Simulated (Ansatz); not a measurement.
**TaN: pressure against volume**

An exercise on one series of results from a longer session: the logs are not shown, and one member is left open.

Program: Ansatz 0.2.0. Level of theory: DFT PBE, scalar-relativistic. These are calculated values, not measurements.

## The structure to begin with

It takes space group P6_3/mmc (No. 194, hexagonal). The conventional cell has a = 3.048 Å, b = 3.048 Å, c = 4.918 Å, α = 90.00°, β = 90.00°, γ = 120.00°. Ta (site symmetry -3m) is surrounded by 6 N at 2.15 Å and 2 Ta at 2.46 Å. Around N (site symmetry -6m2) lie 6 Ta at 2.15 Å.

Structure file:

```xyz
4
Lattice="3.0480 0.0000 0.0000 -1.5240 2.6396 0.0000 0.0000 0.0000 4.9180" Properties=species:S:1:pos:R:3 pbc="T T T"
Ta    0.0000    0.0000    0.0000
Ta    0.0000    0.0000    2.4590
N     0.0000    1.7598    1.2295
N     1.5240    0.8799    3.6885
```

Atoms are numbered in the order of the input: Ta1, Ta2, N3, N4.

Set-up of the first run:

The input, input.yaml:

```yaml
crystal:
  lattice:
    - [2.9857803976, 0.0, 0.0]
    - [-1.4928901988, 2.5857616744, 0.0]
    - [0.0, 0.0, 4.8176044827]
  atoms:
    - { symbol: Ta, position: [0.0, 0.0, 0.0] }
    - { symbol: Ta, position: [0.0, 0.0, 0.5] }
    - { symbol: "N", position: [0.3333333333, 0.6666666667, 0.25] }
    - { symbol: "N", position: [0.6666666667, 0.3333333333, 0.75] }
kpoints:
  mp_grid: { grid: [9, 9, 5] }
  band_path:
    path:
      - [0.0, 0.0, 0.0]
      - [0.5, 0.0, 0.0]
      - [0.3333333333, 0.3333333333, 0.0]
      - [0.0, 0.0, 0.0]
      - [0.0, 0.0, 0.5]
      - [0.5, 0.0, 0.5]
      - [0.3333333333, 0.3333333333, 0.5]
      - [0.0, 0.0, 0.5]
      - [0.5, 0.0, 0.5]
    npoints: 5
scf:
  occupations: { method: fermi_dirac, width: 0.01 }
hamiltonian:
  xc: pbe
  pseudopotentials: { kind: all_electron, lapw: { basis_error: 0.0005 } }
output:
  forces: true
  stress: true
  eigenvalues: true
```

Launch:

```
$ ansatz run input.yaml --threads 1 --pin off --max-ram 4096MiB --backend cpu --events-out ev --progress --plain --runs-dir out
```

Steps of the session up to this table: Volume × 0.94, LAPW; Volume × 0.94, PAW; Volume × 0.94, crystal datasets; Volume × 0.98, LAPW; Volume × 0.98, PAW; Volume × 0.98, crystal datasets; Volume × 1.01, LAPW; Volume × 1.01, PAW; Volume × 1.01, crystal datasets; Volume × 1.04, LAPW; Volume × 1.04, PAW; Volume × 1.04, crystal datasets.

One table of the session follows, with a row left open; its other results are not shown here.

```
          method  volume (Å³/atom)  pressure (GPa)
            LAPW             9.299           95.93
            LAPW             9.694           70.29
            LAPW             9.991           53.98
            LAPW            10.288           39.82
             PAW             9.299           96.89
             PAW             9.694               ?
             PAW             9.991           54.39
             PAW            10.288           40.08
crystal datasets             9.299           95.93
crystal datasets             9.694           70.28
crystal datasets             9.991           53.98
crystal datasets            10.288           39.82
```

Q: Estimate the row for PAW, 9.694 from the others.

The run gave: pressure (GPa): 70.90. In the column «pressure (GPa)» it lies between LAPW, 9.694 (70.29) and LAPW, 9.299 (95.93).

To keep in mind: Spin-orbit coupling is left out, though the cell holds Ta; in elements this heavy it can shift bands and gaps by tenths of an eV. Warnings in the runs' records: gradients without spin orbit, crystal datasets made.
